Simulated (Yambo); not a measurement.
Input of a Yambo 5.3.0 run:

File gw3.in:

```
gw0
dyson
el_el_corr
rim_cut
HF_and_locXC
ppa
em1d
RandQpts= 1000000
RandGvec= 50 RL
EXXRLvcs= 76 Ry
VXCRLvcs= 76 Ry
Chimod= "HARTREE"
% BndsRnXp
 1 | 109 |
%
NGsBlkXp= 12 Ry
% LongDrXp
 1 | 1 | 1 |
%
PPAPntXp= 27.21138 eV
% GbndRnge
 1 | 109 |
%
GTermKind= "BG"
DysSolver= "n"
ExtendOut
% QPkrange
 1 | 9 | 7 | 14 |
%
```

File scf.in:

```
&CONTROL
  calculation = 'scf'
  prefix = 'pwscf'
  outdir = './tmp'
  pseudo_dir = './pseudo'
/
&SYSTEM
  ibrav = 0
  nat = 3
  ntyp = 2
  ecutwfc = 76
  nbnd = 15
  occupations = 'smearing'
  smearing = 'fd'
  degauss = 0.00367493
  force_symmorphic = .true.
/
&ELECTRONS
  conv_thr = 6d-10
  electron_maxstep = 120
  mixing_beta = 0.5
/
ATOMIC_SPECIES
Zr    91.2240 Zr.upf
B     10.8100 B.upf
CELL_PARAMETERS angstrom
   3.1700000000    0.0000000000    0.0000000000
  -1.5850000000    2.7453005300    0.0000000000
   0.0000000000    0.0000000000    3.5330000000
ATOMIC_POSITIONS crystal
Zr     0.0000000000    0.0000000000    0.0000000000
B      0.6666666667    0.3333333333    0.5000000000
B      0.3333333333    0.6666666667    0.5000000000
K_POINTS automatic
12 12 8 0 0 0
```

The input nscf.in:

```
&CONTROL
  calculation = 'nscf'
  prefix = 'pwscf'
  outdir = './tmp'
  pseudo_dir = './pseudo'
/
&SYSTEM
  ibrav = 0
  nat = 3
  ntyp = 2
  ecutwfc = 76
  nbnd = 109
  occupations = 'smearing'
  smearing = 'fd'
  degauss = 0.00367493
  force_symmorphic = .true.
/
&ELECTRONS
  conv_thr = 1d-08
  diago_full_acc = .true.
  diago_thr_init = 1d-06
/
ATOMIC_SPECIES
Zr    91.2240 Zr.upf
B     10.8100 B.upf
CELL_PARAMETERS angstrom
   3.1700000000    0.0000000000    0.0000000000
  -1.5850000000    2.7453005300    0.0000000000
   0.0000000000    0.0000000000    3.5330000000
ATOMIC_POSITIONS crystal
Zr     0.0000000000    0.0000000000    0.0000000000
B      0.6666666667    0.3333333333    0.5000000000
B      0.3333333333    0.6666666667    0.5000000000
K_POINTS automatic
3 3 4 0 0 0
```

The input gw3_1.in:

```
gw0
dyson
el_el_corr
rim_cut
HF_and_locXC
ppa
em1d
RandQpts= 1000000
RandGvec= 50 RL
EXXRLvcs= 76 Ry
VXCRLvcs= 76 Ry
Chimod= "HARTREE"
% BndsRnXp
 1 | 109 |
%
NGsBlkXp= 12 Ry
% LongDrXp
 1 | 1 | 1 |
%
PPAPntXp= 27.21138 eV
% GbndRnge
 1 | 109 |
%
GTermKind= "BG"
DysSolver= "n"
ExtendOut
% QPkrange
 1 | 9 | 7 | 14 |
%
GfnQPdb= "E < gw3/ndb.QP"
```

File gw3_2.in:

```
gw0
dyson
el_el_corr
rim_cut
HF_and_locXC
ppa
em1d
RandQpts= 1000000
RandGvec= 50 RL
EXXRLvcs= 76 Ry
VXCRLvcs= 76 Ry
Chimod= "HARTREE"
% BndsRnXp
 1 | 109 |
%
NGsBlkXp= 12 Ry
% LongDrXp
 1 | 1 | 1 |
%
PPAPntXp= 27.21138 eV
% GbndRnge
 1 | 109 |
%
GTermKind= "BG"
DysSolver= "n"
ExtendOut
% QPkrange
 1 | 9 | 7 | 14 |
%
GfnQPdb= "E < gw3_1/ndb.QP"
```

Potentials or basis: PseudoDojo 0.4.1 SR PBE standard.

Launch:

```console
$ OMP_NUM_THREADS=1 pw.x -in scf.in > scf.out
$ OMP_NUM_THREADS=1 pw.x -in nscf.in > nscf.out
$ cd tmp/pwscf.save; p2y; mv SAVE ../..; cd ../..
$ OMP_NUM_THREADS=1 yambo
$ mkdir -p gw3; ln -s $PWD/g0w00/ndb.RIM gw3/
$ OMP_NUM_THREADS=1 yambo -F gw3.in -J gw3 -C gw3_out
$ mkdir -p gw3_1; ln -s $PWD/gw3/ndb.pp* gw3_1/
$ mkdir -p gw3_1; ln -s $PWD/g0w00/ndb.RIM gw3_1/
$ OMP_NUM_THREADS=1 yambo -F gw3_1.in -J gw3_1 -C gw3_1_out
$ # levels in gw3_1/ndb.QP reset to Eo + Z (Sx + Sc(Eo) - Vxc - shift), the shift holding the valence top or Fermi level at zero
$ mkdir -p gw3_2; ln -s $PWD/gw3/ndb.pp* gw3_2/
$ mkdir -p gw3_2; ln -s $PWD/g0w00/ndb.RIM gw3_2/
$ OMP_NUM_THREADS=1 yambo -F gw3_2.in -J gw3_2 -C gw3_2_out
$ # levels in gw3_2/ndb.QP reset to Eo + Z (Sx + Sc(Eo) - Vxc - shift), the shift holding the valence top or Fermi level at zero
```

**Question.** Predict the band gap on the k mesh, mean-field level.

**Answer.** None (metal or under the smearing width).

Quasiparticle terms (eV):
| k point | band | Kohn-Sham level | Vxc | Σx | Σc | Z | result |
| --- | --- | --- | --- | --- | --- | --- | --- |
| (0.000, 0.000, 0.000) | 7 | -2.97 | -13.38 | -15.39 | 1.53 | 0.79 | -3.48 |
| (0.000, 0.000, 0.000) | 8 | -2.91 | -12.78 | -13.56 | 0.54 | 0.80 | -3.24 |
| (0.000, 0.000, 0.000) | 9 | -2.68 | -12.94 | -15.22 | 1.69 | 0.79 | -3.29 |
| (0.000, 0.000, 0.000) | 10 | 3.06 | -16.01 | -9.63 | -5.84 | 0.79 | 3.36 |
| (0.000, 0.000, 0.000) | 11 | 3.06 | -16.01 | -9.63 | -5.84 | 0.79 | 3.36 |
| (0.000, 0.000, 0.000) | 12 | 3.83 | -15.10 | -8.98 | -5.77 | 0.79 | 3.98 |
| (0.000, 0.000, 0.000) | 13 | 3.83 | -15.10 | -8.98 | -5.77 | 0.79 | 3.97 |
| (0.000, 0.000, 0.000) | 14 | 4.56 | -12.15 | -7.05 | -5.44 | 0.79 | 4.16 |
| (0.000, 0.000, 0.250) | 7 | -2.39 | -13.38 | -15.00 | 1.17 | 0.80 | -2.89 |
| (0.000, 0.000, 0.250) | 8 | -2.39 | -13.38 | -15.00 | 1.17 | 0.80 | -2.89 |
| (0.000, 0.000, 0.250) | 9 | -0.25 | -13.66 | -12.76 | -0.96 | 0.80 | -0.43 |
| (0.000, 0.000, 0.250) | 10 | 0.97 | -14.40 | -9.53 | -4.60 | 0.80 | 1.06 |
| (0.000, 0.000, 0.250) | 11 | 0.97 | -14.40 | -9.54 | -4.59 | 0.80 | 1.06 |
| (0.000, 0.000, 0.250) | 12 | 2.29 | -14.60 | -9.37 | -5.01 | 0.80 | 2.34 |
| (0.000, 0.000, 0.250) | 13 | 2.29 | -14.60 | -9.37 | -5.01 | 0.80 | 2.34 |
| (0.000, 0.000, 0.250) | 14 | 4.64 | -12.09 | -6.93 | -5.37 | 0.79 | 4.34 |
| (0.000, 0.000, -0.500) | 7 | -1.30 | -13.19 | -14.63 | 0.94 | 0.80 | -1.83 |
| (0.000, 0.000, -0.500) | 8 | -1.30 | -13.19 | -14.63 | 0.94 | 0.80 | -1.83 |
| (0.000, 0.000, -0.500) | 9 | 0.00 | -14.14 | -10.98 | -3.00 | 0.80 | 0.00 |
| (0.000, 0.000, -0.500) | 10 | 0.00 | -14.14 | -11.00 | -2.97 | 0.80 | 0.00 |

Caveat: the k mesh is coarse (spacing up to 0.76 Å⁻¹), so the values aren't converged; the plasmon-pole model is rough for a metal; the ground state has no gap, which makes the many-body step unreliable; between passes the levels were reset to the linearisation about the Kohn-Sham level, since this version mixes two points of expansion; the levels printed in its table differ; this version prints the column dSc/dw multiplied by 27.2; the terminator is approximate in this version, by hundredths of an eV.
